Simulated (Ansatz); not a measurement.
# Pressure against volume: Si

```
Si
1.0
     0.00000    2.73492    2.73492
     2.73492    0.00000    2.73492
     2.73492    2.73492    0.00000
Si
2
Direct
  0.00000 0.00000 0.00000
  0.25000 0.25000 0.25000
```

The cell was built from the diamond type and relaxed in the same program, and has space group Fd-3m; it needn't be a known or the stable phase.

Methods: DFT, PBE, all-electron LAPW, scalar-relativistic (Ansatz 0.2.0); DFT, PBE, PAW with Ansatz's default frozen-core files, scalar-relativistic (Ansatz 0.2.0).

For LAPW: a Γ-centred 13×13×13 k mesh, Fermi–Dirac smearing of 0.05 eV, basis error target 0.25 meV/atom, no spin polarisation. PAW takes a cutoff of 420 eV at this cell. The Ansatz runs share mesh, smearing and spin set-up. Plane-wave (PAW) pressures include the program's estimate of the Pulay term.

The cell above is scaled evenly, with fractional coordinates and shape held.

| V/V(cell) | V (Å³/atom) | P, LAPW (GPa) | P, PAW (GPa) | gap on the k mesh, LAPW (eV) | free energy over the lowest listed, PAW (meV/atom) |
| --- | --- | --- | --- | --- | --- |
| 0.9500 | 19.434 | ? | ? | ? | ? |
| 0.9750 | 19.945 | 2.36 | 2.39 | 0.59 | 3.8 |
| 1.0000 | 20.457 | -0.01 | 0.02 | 0.64 | 0.0 |
| 1.0250 | 20.968 | -2.08 | -2.06 | 0.67 | 3.3 |
| 1.0500 | 21.479 | -3.89 | -3.88 | 0.71 | 12.9 |

Question: Fill in the row V/V(cell) = 0.9500.

Answer: P, LAPW (GPa) = 5.06, P, PAW (GPa) = 5.10, gap on the k mesh, LAPW (eV) = 0.55, free energy over the lowest listed, PAW (meV/atom) = 15.6.

Question: What do Birch–Murnaghan fits to the pressures give?

Answer: LAPW: V0 = 20.45 Å³/atom, B0 = 88 GPa, B0′ = 4.3; PAW: V0 = 20.46 Å³/atom, B0 = 89 GPa, B0′ = 4.3.

PAW's V0 lies 0.03 % from the all-electron value and its B0 0.2 %. Symmetry fixes shape and coordinates here, so this is the relaxed modulus.
